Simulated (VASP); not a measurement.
# Al (Fm-3m) in VASP: further runs, part 2 of 2

VASP 6.6.1.

### 4 Relaxation of cell and atoms, PBEsol, target pressure 10 GPa, at which the enthalpy is minimised

The input, INCAR:

```
  PREC = Accurate
  ENCUT = 600
  EDIFF = 1E-6
  ISMEAR = -1
  SIGMA = 0.05
  LREAL = False
  LASPH = True
  NELM = 80
  ALGO = Fast
  ISIF = 3
  LWAVE = False
  LCHARG = False
  GGA = PS
  IBRION = 2
  NSW = 40
  EDIFFG = -0.005
  PSTRESS = 100
```

The input, KPOINTS:

```
regular mesh
0
Gamma
  11 11 11
```

The input, POSCAR:

```
Al
1.0
    0.0000000000      2.0248050000      2.0248050000
    2.0248050000      0.0000000000      2.0248050000
    2.0248050000      2.0248050000      0.0000000000
Al
1
Direct
    0.0000000000      0.0000000000      0.0000000000
```

Potentials or basis: VASP PAW PBE potentials, release 64 (Al).

Command:

```console
cat potpaw_PBE.64/Al/POTCAR > POTCAR
mpirun -np 1 vasp_std > vasp.out
```

OUTCAR:

```text
PREC = Accurate
   ENCUT = 600
   EDIFF = 1E-6
   ISMEAR = -1
   LREAL = False
   LASPH = True
   NELM = 80
   ISIF = 3
   GGA = PS
   IBRION = 2
   NSW = 40
   EDIFFG = -0.005
   PSTRESS = 100

 ion  position               nearest neighbor table
   1  0.000  0.000  0.000-

  LATTYP: Found a face centered cubic cell.
 ALAT       =     4.0496100000

  Lattice vectors:

 A1 = (   0.0000000000,   2.0248050000,   2.0248050000)
 A2 = (   2.0248050000,   0.0000000000,   2.0248050000)
 A3 = (   2.0248050000,   2.0248050000,   0.0000000000)

Analysis of symmetry for initial positions (statically):
=====================================================================
 Subroutine PRICEL returns:
 Original cell was already a primitive cell.

 Routine SETGRP: Setting up the symmetry group for a
 face centered cubic supercell.

 Subroutine GETGRP returns: Found 48 space group operations
 (whereof 48 operations were pure point group operations)
 out of a pool of 48 trial point group operations.

The static configuration has the point symmetry O_h .

Analysis of symmetry for dynamics (positions and initial velocities):
=====================================================================
 Subroutine PRICEL returns:
 Original cell was already a primitive cell.

 Routine SETGRP: Setting up the symmetry group for a
 face centered cubic supercell.

 Subroutine GETGRP returns: Found 48 space group operations
 (whereof 48 operations were pure point group operations)
 out of a pool of 48 trial point group operations.

The dynamic configuration has the point symmetry O_h .

 Subroutine INISYM returns: Found 48 space group operations
 (whereof 48 operations are pure point group operations),
 and found     1 'primitive' translations

----------------------------------------------------------------------------------------

                                     Primitive cell

  volume of cell :      16.6027

  direct lattice vectors                    reciprocal lattice vectors
     0.000000000  2.024805000  2.024805000    -0.246937359  0.246937359  0.246937359
     2.024805000  0.000000000  2.024805000     0.246937359 -0.246937359  0.246937359
     2.024805000  2.024805000  0.000000000     0.246937359  0.246937359 -0.246937359

  length of vectors
     2.863506692  2.863506692  2.863506692     0.427708053  0.427708053  0.427708053

  position of ions in fractional coordinates (direct lattice)
     0.000000000  0.000000000  0.000000000

  ion indices of the primitive-cell ions
   primitive index   ion index
                 1           1

----------------------------------------------------------------------------------------

 KPOINTS: regular mesh

Automatic generation of k-mesh.
 Grid dimensions read from file:
 generate k-points for:   11   11   11

 Generating k-lattice:

  Cartesian coordinates                     Fractional coordinates (reciprocal lattice)
[... 22 lines left out ...]
  0.454545  0.000000  0.000000      8.000000
[... 16 lines left out ...]
 -0.272727  0.181818  0.000000     24.000000
 -0.181818  0.181818  0.000000     12.000000
 [... further k-points ...]
   k-points           NKPTS =     56   k-points in BZ     NKDIM =     56   number of bands    NBANDS=      5
   number of dos      NEDOS =    301   number of ions     NIONS =      1
   total plane-waves  NPLWV =  13824
   dimension x,y,z NGX =    24 NGY =   24 NGZ =   24
   dimension x,y,z NGXF=    48 NGYF=   48 NGZF=   48
   ions per type =               1
   NGX,Y,Z   is equivalent  to a cutoff of  13.93, 13.93, 13.93 a.u.
   NGXF,Y,Z  is equivalent  to a cutoff of  27.87, 27.87, 27.87 a.u.
 SYSTEM =  unknown system
   PREC   = accura    normal or accurate (medium, high low for compatibility)
   ISTART =      0    job   : 0-new  1-cont  2-samecut
   ICHARG =      2    charge: 1-file 2-atom 10-const
   ISPIN  =      1    spin polarized calculation?
   LNONCOLLINEAR =      F non collinear calculations
   LSORBIT =      F    spin-orbit coupling
   LASPH  =      T    aspherical Exc in radial PAW
   ENCUT  =  600.0 eV  44.10 Ry    6.64 a.u.   5.72  5.72  5.72*2*pi/ulx,y,z
   NELM   =     80;   NELMIN=  2; NELMDL= -5     # of ELM steps
   EDIFF  = 0.1E-05   stopping-criterion for ELM
   LREAL  =      F    real-space projection
   EDIFFG = -.5E-02   stopping-criterion for IOM
   NSW    =     40    number of steps for IOM
   IBRION =      2    ionic relax: 0-MD 1-quasi-New 2-CG
   NFREE  =      1    steps in history (QN), initial steepest desc. (CG)
   ISIF   =      3    stress and relaxation
   ISYM   =      2    0-nonsym 1-usesym 2-fastsym
   POTIM  = 0.5000    time-step for ionic-motion
   TEBEG  =    0.0;   TEEND  =   0.0 temperature during run
   PSTRESS=  100.0 pullay stress
   NELECT =       3.0000    total number of electrons
   NUPDOWN=      -1.0000    fix difference up-down
   EMIN   =  10.00;   EMAX   =-10.00  energy-range for DOS
   EFERMI =   0.00;   METHOD = LEGACY
   ISMEAR =    -1;   SIGMA  =   0.05  broadening in eV -4-tet -1-fermi 0-gaus
   EFERMI_NEDOS =   21; number of points for ismear=-14 and -15
   IALGO  =     68    algorithm
   IMIX   =      4    mixing-type and parameters
     AMIX     =   0.40;   BMIX     =  1.00
     AMIX_MAG =   1.60;   BMIX_MAG =  1.00
  volume/ion in A,a.u.               =      16.60       112.04
  Fermi-wavevector in a.u.,A,eV,Ry     =   0.925526  1.748991 11.654733  0.856599
  Thomas-Fermi vector in A             =   2.051390
   LORBIT       =      0    0 simple, 1 ext, 2 COOP (PROOUT), +10 PAW based schemes
   GGA     = PS    functional components
   LHFCALC =     F    Hartree Fock is set to
   AEXX    =    0.0000 exact exchange contribution
   IVDW    =     0    specifies the selected vdW correction
   LEPSILON=     F    determine dielectric tensor
   LRPA    =     F    only Hartree local field effects (RPA)
 conjugate gradient relaxation of ions
 non-spin polarized calculation
 RMM-DIIS sequential band-by-band and
  energy-cutoff  :      600.00
  volume of cell :       16.60
 maximum number of plane-waves:       564
   NGX = 11   NGY = 11   NGZ = 11

--------------------------------------- Ionic step        1  -------------------------------------------

 number of electron       3.0000000 magnetization

 Free energy of the ion-electron system (eV)
  ---------------------------------------------------
  ext. energy  EPLUGINS =         0.00000000
  ---------------------------------------------------
  free energy    TOTEN  =        -4.09962366 eV

  energy without entropy =       -4.09562720  energy(sigma->0) =       -4.09762543

------------------------ aborting loop because EDIFF is reached ----------------------------------------

  FORCE on cell =-STRESS in cart. coord.  units (eV):
  Direction    XX          YY          ZZ          XY          YZ          ZX
  --------------------------------------------------------------------------------------
  -------------------------------------------------------------------------------------
  Total       -0.1937593     -0.1937593     -0.1937593      0.0000000     -0.0000000      0.0000000
  in kB      -18.6979291    -18.6979291    -18.6979291      0.0000000     -0.0000000      0.0000000
  external PRESSURE =    -118.6979291 kB  Pullay stress =     100.0000000 kB
[... 61 lines left out ...]
--------------------------------------- Ionic step        3  -------------------------------------------

 number of electron       3.0000000 magnetization

 Free energy of the ion-electron system (eV)
  ---------------------------------------------------
  ext. energy  EPLUGINS =         0.00000000
  ---------------------------------------------------
  free energy    TOTEN  =        -4.05895135 eV

  energy without entropy =       -4.05525003  energy(sigma->0) =       -4.05710069

 E-fermi :   9.1855     XC(G=0): -10.6825

 val. band max:        9.1512548538   @ k =  -0.3636   0.3636   0.0000
 cond. band min:       9.2256200108   @ k =   0.4545   0.1818   0.0909
 fundamental gap:      0.0743651570
 Fermi energy:         9.1855229821

 k-point     1 :       0.0000    0.0000    0.0000
  band No.  band energies     occupation
      1      -2.7490      2.00000
      2      22.4420      0.00000
      3      22.4420      0.00000
      4      22.4420      0.00000
      5      24.8469      0.00000
[... 177 lines left out ...]
 k-point    24 :      -0.1818    0.1818    0.0000
  band No.  band energies     occupation
      1      -0.1902      2.00000
      2      13.1856      0.00000
      3      15.0019      0.00000
      4      22.0051      0.00000
      5      24.1561      0.00000

 [... further k-points ...]

------------------------ aborting loop because EDIFF is reached ----------------------------------------

  FORCE on cell =-STRESS in cart. coord.  units (eV):
  Direction    XX          YY          ZZ          XY          YZ          ZX
  --------------------------------------------------------------------------------------
  -------------------------------------------------------------------------------------
  Total        0.9148854      0.9148854      0.9148854     -0.0000000      0.0000000     -0.0000000
  in kB       99.6317351     99.6317351     99.6317351     -0.0000000      0.0000000     -0.0000000
  external PRESSURE =      -0.3682649 kB  Pullay stress =     100.0000000 kB
[... 20 lines left out ...]
  energy  without entropy=       -4.0552500342  energy(sigma->0) =       -4.05710069

  enthalpy is  TOTEN    =        -3.1406843198 eV   P V=        0.9182670259

 reached required accuracy - stopping structural energy minimisation
```

Wall time 4.9 s (1 thread of Intel Xeon 6975P-C (Granite Rapids), shared host); peak memory 0.14 GiB.

Results:

```yaml
Free_energy: -4.0590 eV
Relaxed_volume: 14.71 Å³/atom
Relaxed_cell: a = 2.750 Å, b = 2.750 Å, c = 2.750 Å, α = 60.00°, β = 60.00°, γ = 60.00°
Space_group_after_relaxing_to_0.05_Å: Fm-3m (No. 225)
Energy_change_on_relaxing_the_enthalpy_is_what_falls: +40.7 meV/atom
Ionic_steps: 3
Pressure_after_relaxing: 10.0 GPa
Band_gap_on_the_k_mesh: none (metal or under the smearing width)
```

The path:
| step | energy change (eV) | largest force (eV/Å) | pressure (GPa) | volume (Å³) |
| --- | --- | --- | --- | --- |
| 1 | 0.0000 | 0.0000 | -1.87 | 16.60 |
| 2 | 0.1193 | 0.0000 | 18.71 | 13.82 |
| 3 | 0.0407 | 0.0000 | 9.96 | 14.71 |

Final structure:
```
Al
1.0
     0.00000    1.94484    1.94484
     1.94484    0.00000    1.94484
     1.94484    1.94484    0.00000
Al
1
Direct
  0.00000 0.00000 0.00000
```

Levels at points of the mesh, in eV from the Fermi level:
| k point | band 1 | band 2 | band 3 | band 4 | band 5 |
| --- | --- | --- | --- | --- | --- |
| (0.00, 0.00, 0.00) | -11.93 | 13.26 | 13.26 | 13.26 | 15.66 |

Caveat: the cell is relaxed towards a set pressure, so the enthalpy falls and the energy may rise; the PAW data sets were made with another functional, which shifts forces and pressure a little.

### 5 The reference run

An earlier run on the cell as given: functional PBE; potentials or basis VASP PAW PBE potentials, release 64 (Al); cutoff 520 eV; k mesh 11 × 11 × 11; occupations fermi-dirac, width 0.05 eV; no spin polarisation.

* Pressure: -0.5 GPa
* Band gap on the k mesh: none (metal or under the smearing width)

### 6 The runs side by side

```csv
task,level,cell,cutoff (eV),target pressure,gap on the mesh (eV),pressure (GPa)
relaxation of cell and atoms,PBEsol,relaxed to 2 GPa,600,2 GPa,none,2.0
relaxation of cell and atoms,PBEsol,relaxed to 5 GPa,600,5 GPa,none,5.0
relaxation of cell and atoms,PBEsol,relaxed to 10 GPa,600,10 GPa,none,10.0
single point,PBE,as given,520,-,none,-0.5
```

Alike in all rows: potentials or basis VASP PAW PBE potentials, release 64 (Al); no spin polarisation; k mesh 11 × 11 × 11; smearing fermi-dirac 0.05 eV.

Caveats: the cell is relaxed towards a set pressure, so the enthalpy falls and the energy may rise (some runs); the PAW data sets were made with another functional, which shifts forces and pressure a little (some runs).

Total energies depend on the potentials used, so only differences within one code and one set of settings carry meaning.
